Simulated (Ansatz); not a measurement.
## WSe2: computed properties

All numbers below come from Ansatz 0.2.0, DFT PBE, scalar-relativistic, plane waves, PAW.

Plane waves to 420 eV, a k mesh through Γ of 12×12×1 on the computed 12-atom cell and Gaussian smearing (0.02 eV); no spin polarisation.

The structure is relaxed at this level of theory with its symmetry kept. This form isn't the usual stable structure of the compound.

Space group P-3m1 (No. 164). a = 3.321 Å, b = 3.321 Å, c = 38.770 Å, α = 90.00°, β = 90.00°, γ = 120.00°
| atom | site | symmetry | x | y | z |
| --- | --- | --- | --- | --- | --- |
| W | 2d | 3m. | 0.6667 | 0.3333 | 0.9017 |
| W | 2d | 3m. | 0.6667 | 0.3333 | 0.2946 |
| Se | 2d | 3m. | 0.3333 | 0.6667 | 0.9450 |
| Se | 2d | 3m. | 0.3333 | 0.6667 | 0.3379 |
| Se | 2d | 3m. | 0.6667 | 0.3333 | 0.7487 |
| Se | 2d | 3m. | 0.6667 | 0.3333 | 0.1416 |

- Space group: P-3m1 (No. 164)
- Volume per atom: 30.85 Å³
- Formation energy from the elements' standard states (uncorrected): -0.560 eV/atom
- Kohn–Sham band gap: 1.50 eV, indirect from K to (0.174, 0.174, 0.000)
- Löwdin character of the top 1 eV of the valence band: W 5d 64 %, Se 4p 31 %
- Löwdin character of the lowest 1 eV of the conduction band: W 5d 65 %, Se 4p 29 %
- Electron masses at the edge by Cartesian direction of the standard setting (m_e; degenerate bands sorted by energy; no spin-orbit coupling): x: 0.66; y: 0.59; z: over 30
- Hole masses at the edge by Cartesian direction of the standard setting (m_e; degenerate bands sorted by energy; no spin-orbit coupling): x: 0.44, 0.44, 0.44; y: 0.44, 0.44, 0.44; z: over 30, over 30, over 30

Spin-orbit coupling is left out, which matters for the bands of heavy elements. Each cell of WSe2 holds layers, and where no dispersion correction was added their binding is poorly described.

Cost: 3 runs of about 16 core-minutes in all, on Intel Xeon Processor @ 2.50GHz (Skylake/Cascade Lake) (shared hosts).